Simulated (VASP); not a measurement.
# InAs (F-43m) in VASP: settings compared, part 2 of 2

VASP 6.6.1.

**5. Single point, revPBE+D4**

This run uses another cell than the first one, of 28.44 Å³/atom.

INCAR

```
ALGO = Normal ; EDIFF = 1E-7
ENCUT = 520 ; GGA = RE
ISIF = 2 ; ISMEAR = -1
IVDW = 13 ; LASPH = True
LCHARG = False ; LREAL = False
LWAVE = False ; NBANDS = 16
NELM = 100 ; PREC = Accurate
SIGMA = 0.05
```

KPOINTS

```
k-points
0
Gamma
  8 8 8
```

POSCAR

```
InAs
1.0
    0.0000000000      3.0525514138      3.0525514138
    3.0525514138      0.0000000000      3.0525514138
    3.0525514138      3.0525514138      0.0000000000
In As
1 1
Direct
    0.0000000000      0.0000000000      0.0000000000
    0.7500000000      0.7500000000      0.7500000000
```

Potentials or basis: VASP PAW PBE potentials, release 64 (In_d, As).

Launch:

```console
$ cat potpaw_PBE.64/In_d/POTCAR potpaw_PBE.64/As/POTCAR > POTCAR
$ mpirun -np 1 vasp_std > vasp.out
```

OUTCAR:

```text
EDIFF = 1E-7
   ENCUT = 520
   GGA = RE
   ISIF = 2
   ISMEAR = -1
   IVDW = 13
   LASPH = True
   LREAL = False
   NELM = 100
   PREC = Accurate

 ion  position               nearest neighbor table
   1  0.000  0.000  0.000-   2 2.64   2 2.64   2 2.64   2 2.64
   2  0.750  0.750  0.750-   1 2.64   1 2.64   1 2.64   1 2.64

  LATTYP: Found a face centered cubic cell.
 ALAT       =     6.1051028276

  Lattice vectors:

 A1 = (   0.0000000000,   3.0525514138,   3.0525514138)
 A2 = (   3.0525514138,   0.0000000000,   3.0525514138)
 A3 = (   3.0525514138,   3.0525514138,   0.0000000000)

Analysis of symmetry for initial positions (statically):
=====================================================================
 Subroutine PRICEL returns:
 Original cell was already a primitive cell.

 Routine SETGRP: Setting up the symmetry group for a
 face centered cubic supercell.

 Subroutine GETGRP returns: Found 24 space group operations
 (whereof 24 operations were pure point group operations)
 out of a pool of 48 trial point group operations.

The static configuration has the point symmetry T_d .

Analysis of symmetry for dynamics (positions and initial velocities):
=====================================================================
 Subroutine PRICEL returns:
 Original cell was already a primitive cell.

 Routine SETGRP: Setting up the symmetry group for a
 face centered cubic supercell.

 Subroutine GETGRP returns: Found 24 space group operations
 (whereof 24 operations were pure point group operations)
 out of a pool of 48 trial point group operations.

The dynamic configuration has the point symmetry T_d .

 Subroutine INISYM returns: Found 24 space group operations
 (whereof 24 operations are pure point group operations),
 and found     1 'primitive' translations

----------------------------------------------------------------------------------------

                                     Primitive cell
[... 109 lines left out ...]
   IMIX   =      4    mixing-type and parameters
     AMIX     =   0.40;   BMIX     =  1.00
     AMIX_MAG =   1.60;   BMIX_MAG =  1.00
  volume/ion in A,a.u.               =      28.44       191.95
  Fermi-wavevector in a.u.,A,eV,Ry     =   1.115559  2.108101 16.932078  1.244473
  Thomas-Fermi vector in A             =   2.252165
   LORBIT       =      0    0 simple, 1 ext, 2 COOP (PROOUT), +10 PAW based schemes
   GGA     = RE    functional components
   LHFCALC =     F    Hartree Fock is set to
   AEXX    =    0.0000 exact exchange contribution
   IVDW    =    13    specifies the selected vdW correction
   LEPSILON=     F    determine dielectric tensor
   LRPA    =     F    only Hartree local field effects (RPA)
 non-spin polarized calculation
  energy-cutoff  :      520.00
  volume of cell :       56.89
 maximum number of plane-waves:      1543
   NGX = 17   NGY = 17   NGZ = 17

 number of electron      17.9999995 magnetization

 Free energy of the ion-electron system (eV)
  ---------------------------------------------------
  ext. energy  EPLUGINS =         0.00000000
  ---------------------------------------------------
  free energy    TOTEN  =        -7.10727670 eV

  energy without entropy =       -7.10670883  energy(sigma->0) =       -7.10699276

 E-fermi :   4.3545     XC(G=0):  -8.8399

 val. band max:        4.3041053986   @ k =   0.0000   0.0000   0.0000
 cond. band min:       5.2714604489   @ k =   0.5000   0.0000   0.0000
 fundamental gap:      0.9673550504
 Fermi energy:         4.3545082555

 k-point     1 :       0.0000    0.0000    0.0000
  band No.  band energies     occupation
      1     -10.0506      2.00000
      2     -10.0506      2.00000
      3     -10.0506      2.00000
      4      -9.9377      2.00000
      5      -9.9377      2.00000
      6      -7.3445      2.00000
[... 433 lines left out ...]
      3     -10.0025      2.00000
      4      -9.9418      2.00000
      5      -9.9308      2.00000
      6      -5.7165      2.00000
[... 8 lines left out ...]
     15      14.7171      0.00000
     16      15.3734      0.00000

 [... further k-points ...]

------------------------ aborting loop because EDIFF is reached ----------------------------------------

  DFT-D4 for vdW energy calculation

  Edisp (eV):   -1.04286

  FORCE on cell =-STRESS in cart. coord.  units (eV):
  Direction    XX          YY          ZZ          XY          YZ          ZX
  --------------------------------------------------------------------------------------
  -------------------------------------------------------------------------------------
  Total       0.00982     0.00982     0.00982     0.00000     0.00000     0.00000
  in kB       0.27645     0.27645     0.27645     0.00000     0.00000     0.00000
  external pressure =        0.28 kB  Pullay stress =        0.00 kB

 VOLUME and BASIS-vectors are now :
 -----------------------------------------------------------------------------
  energy-cutoff  :      520.00
  volume of cell :       56.89
      direct lattice vectors                 reciprocal lattice vectors
     0.000000000  3.052551414  3.052551414    -0.163797405  0.163797405  0.163797405
     3.052551414  0.000000000  3.052551414     0.163797405 -0.163797405  0.163797405
     3.052551414  3.052551414  0.000000000     0.163797405  0.163797405 -0.163797405

 POSITION                                       TOTAL-FORCE (eV/Angst)
 -----------------------------------------------------------------------------------
      0.00000      0.00000      0.00000         0.000000     -0.000000     -0.000000
      4.57883      4.57883      4.57883        -0.000000      0.000000      0.000000
 -----------------------------------------------------------------------------------
    total drift:                                0.000000      0.000000      0.000000

  FREE ENERGIE OF THE ION-ELECTRON SYSTEM (eV)
  ---------------------------------------------------
  free  energy   TOTEN  =        -8.1501372045 eV

  energy  without entropy=       -8.1495693309  energy(sigma->0) =       -8.14985327
```

OSZICAR:

```text
N       E                     dE             d eps       ncg     rms          rms(c)
DAV:   1     0.115503578834E+03    0.11550E+03   -0.83651E+03   936   0.120E+03
DAV:   2     0.280317024999E+00   -0.11522E+03   -0.11082E+03  1048   0.294E+02
DAV:   3    -0.714331512157E+01   -0.74236E+01   -0.73951E+01  1168   0.747E+01
DAV:   4    -0.733816200767E+01   -0.19485E+00   -0.19479E+00  1192   0.136E+01
DAV:   5    -0.734711920294E+01   -0.89572E-02   -0.89570E-02  1336   0.243E+00    0.432E+00
DAV:   6    -0.711858395347E+01    0.22854E+00   -0.35295E-01  1440   0.949E+00    0.243E+00
DAV:   7    -0.710165929103E+01    0.16925E-01   -0.11602E-01  1256   0.284E+00    0.765E-01
DAV:   8    -0.710566870939E+01   -0.40094E-02   -0.14386E-02  1088   0.132E+00    0.163E-01
DAV:   9    -0.710681436013E+01   -0.11457E-02   -0.12830E-03  1120   0.289E-01    0.855E-02
DAV:  10    -0.710714534561E+01   -0.33099E-03   -0.32175E-04  1120   0.213E-01    0.475E-02
DAV:  11    -0.710727499608E+01   -0.12965E-03   -0.30409E-04  1016   0.136E-01    0.256E-02
DAV:  12    -0.710727485279E+01    0.14329E-06   -0.75070E-06  1208   0.288E-02    0.668E-03
DAV:  13    -0.710727619788E+01   -0.13451E-05   -0.43483E-06  1072   0.117E-02    0.358E-03
DAV:  14    -0.710727647676E+01   -0.27888E-06   -0.24377E-07  1304   0.341E-03    0.197E-03
DAV:  15    -0.710727657701E+01   -0.10026E-06   -0.24064E-08   856   0.946E-04    0.836E-04
DAV:  16    -0.710727671012E+01   -0.13311E-06   -0.90417E-09   712   0.756E-04    0.146E-04
DAV:  17    -0.710727669911E+01    0.11012E-07   -0.99036E-10   568   0.258E-04
   1 F= -.81501372E+01 E0= -.81498533E+01  d E =-.567874E-03
```

It took 27 s on 1 thread of Intel Xeon 8259CL, shared host; peak memory 0.19 GiB.

What came out:

```yaml
Free_energy: -8.1501 eV
Pressure: 0.0 GPa
Band_gap_on_the_k_mesh: zero (filled and empty bands touch)
Dispersion_energy_per_atom: -0.521 eV
```

Levels at points of the mesh, in eV from the Fermi level:
```csv
k point,band 5,band 6,band 7,band 8,band 9,band 10,band 11,band 12,band 13,band 14
"(0.00, 0.00, 0.00)",-14.29,-11.70,-0.30,-0.05,-0.05,-0.05,3.88,3.88,3.88,7.52
"(0.50, 0.00, 0.00)",-14.28,-10.32,-5.63,-0.99,-0.99,0.92,4.64,4.64,6.89,8.96
"(0.50, 0.50, 0.00)",-14.27,-9.81,-5.73,-2.27,-2.27,1.63,2.07,9.06,9.07,9.07
```

Caveat: semilocal functionals underestimate gaps, so a narrow gap can read as zero; the PAW data sets were made with another functional, which shifts forces and pressure a little; spin-orbit coupling is left out, which moves the levels of the heavy elements.

**6. The runs side by side**

| level | cell | gap on the mesh (eV) | pressure (GPa) |
| --- | --- | --- | --- |
| PBEsol | a = 4.305 Å, angles 60.0°, 2 atoms | none | 0.1 |
| RPBE+D4 | a = 4.316 Å, angles 60.0°, 2 atoms | none | 0.0 |
| revPBE+D3(BJ) | a = 4.306 Å, angles 60.0°, 2 atoms | none | 0.0 |
| revPBE+D4 | a = 4.317 Å, angles 60.0°, 2 atoms | none | 0.0 |

Alike in all rows: task single point; potentials or basis VASP PAW PBE potentials, release 64 (In_d, As); no spin polarisation; k mesh 8 × 8 × 8; cutoff (eV) 520; smearing fermi-dirac 0.05 eV.

Caveats: semilocal functionals underestimate gaps, so a narrow gap can read as zero; the PAW data sets were made with another functional, which shifts forces and pressure a little; spin-orbit coupling is left out, which moves the levels of the heavy elements.

Absolute energies hang on the potentials; compare differences alone.

**7. Comparison with measurements**

Step 2. A measured gap of InAs is 0.418 eV (direct; 4.2 K; a printed reference work, data compilation); the calculated 0.00 eV misses it by -0.42 eV. Spin-orbit coupling on As, In is left out. The value is that of PBEsol on a finite k mesh, which can miss the band edges, without temperature or zero-point motion. Semilocal functionals fall short of measured gaps as a rule.

Step 3. A measured gap of InAs is 0.418 eV (direct; 4.2 K; a printed reference work, data compilation); the calculated 0.00 eV misses it by -0.42 eV. Spin-orbit coupling on As, In is left out. The value is that of RPBE+D4 on a finite k mesh, which can miss the band edges, without temperature or zero-point motion. Semilocal functionals fall short of measured gaps as a rule.

Step 4. Measured gap of InAs: 0.418 eV (direct; 4.2 K; a printed reference work, data compilation). This calculation gives 0.00 eV (-0.42 eV). Spin-orbit coupling on As, In is left out. The value is that of revPBE+D3(BJ) on a finite k mesh, which can miss the band edges, without temperature or zero-point motion. Semilocal functionals fall short of measured gaps as a rule.

Step 5. A measured gap of InAs is 0.418 eV (direct; 4.2 K; a printed reference work, data compilation); the calculated 0.00 eV misses it by -0.42 eV. Spin-orbit coupling on As, In is left out. The value is that of revPBE+D4 on a finite k mesh, which can miss the band edges, without temperature or zero-point motion. Semilocal functionals fall short of measured gaps as a rule.
